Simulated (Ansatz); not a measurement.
# Cu (simple hexagonal type): how the settings move a single-point run

Aim: see which settings change the result for Cu (simple hexagonal type), by how much, and at what cost.

Method: reference: DFT, PBE, all-electron PAW with datasets made for the crystal, scalar-relativistic, in Ansatz 0.2.0.

## Step 1: The structure to begin with

The structure is hexagonal, space group P6/mmm (No. 191). The conventional cell has a = 2.490 Å, b = 2.490 Å, c = 2.424 Å, α = 90.00°, β = 90.00°, γ = 120.00°. Cu (site symmetry 6/mmm) has 8 Cu at 2.42 to 2.49 Å as nearest neighbours.

As a file:

```cif
data_structure
_symmetry_space_group_name_H-M 'P6/mmm'
_symmetry_Int_Tables_number 191
_cell_length_a 2.4898
_cell_length_b 2.4898
_cell_length_c 2.4235
_cell_angle_alpha 90.000
_cell_angle_beta 90.000
_cell_angle_gamma 120.000
_cell_volume 13.01
loop_
_atom_site_label
_atom_site_type_symbol
_atom_site_symmetry_multiplicity
_atom_site_Wyckoff_symbol
_atom_site_fract_x
_atom_site_fract_y
_atom_site_fract_z
_atom_site_occupancy
Cu1 Cu 1 a 0.00000 0.00000 0.00000 1
```

## Step 2: Baseline

Contents of input.yaml:

```yaml
crystal:
  lattice:
    - [2.4898065854, 0.0, 0.0]
    - [-1.2449032927, 2.1562357535, 0.0]
    - [0.0, 0.0, 2.4235189835]
  atoms:
    - { symbol: Cu, position: [0.0, 0.0, 0.0] }
kpoints:
  mp_grid: { grid: [17, 17, 16] }
scf:
  occupations: { method: fermi_dirac, width: 0.05 }
hamiltonian:
  xc: pbe
  pseudopotentials: { kind: all_electron, datasets: crystal }
output:
  forces: true
  stress: true
  eigenvalues: true
```

Command:

```sh
$ ansatz run input.yaml --threads 1 --pin off --max-ram 2048MiB --backend cpu --events-out ev --progress --plain --runs-dir out
```

## Step 3: A further run, with the input changed

Changes to input.yaml since step 2:

```diff
@@ -11,2 +11,4 @@
   occupations: { method: fermi_dirac, width: 0.05 }
+  mixing: { preconditioner: local_kerker }
+  algorithm: direct_min
 hamiltonian:
@@ -14,2 +16,3 @@
   pseudopotentials: { kind: all_electron, datasets: crystal }
+  dispersion: d4
 output:
```

(Steps that only read results are left out.)

Q: Predict the outcome of this session. Wanted: for each run, ending; energy change.

**Answer**, as computed:

| run | ending | energy change | cycles | time |
| --- | --- | --- | --- | --- |
| reference | converged | - | 8 | 12 s |
| 1: preconditioner local_kerker, scf.algorithm direct_min, dispersion d4 | refused | - | - | 0.25 s |

Residual by cycle in the longest SCF loop of each run; runs are numbered as in the table. The quantity is the density residual dr2, in eV.

| cycle | reference |
| --- | --- |
| 1 | 3.37 |
| 2 | 0.198 |
| 3 | 0.0906 |
| 4 | 0.00132 |
| 5 | 0.00166 |
| 6 | 1.3e-4 |
| 7 | 2.2e-6 |
| 8 | 4.9e-9 |

**Reading.** With the changed mixing, solver and dispersion term the run ends refused. 1 of the 1 altered inputs did not end normally.
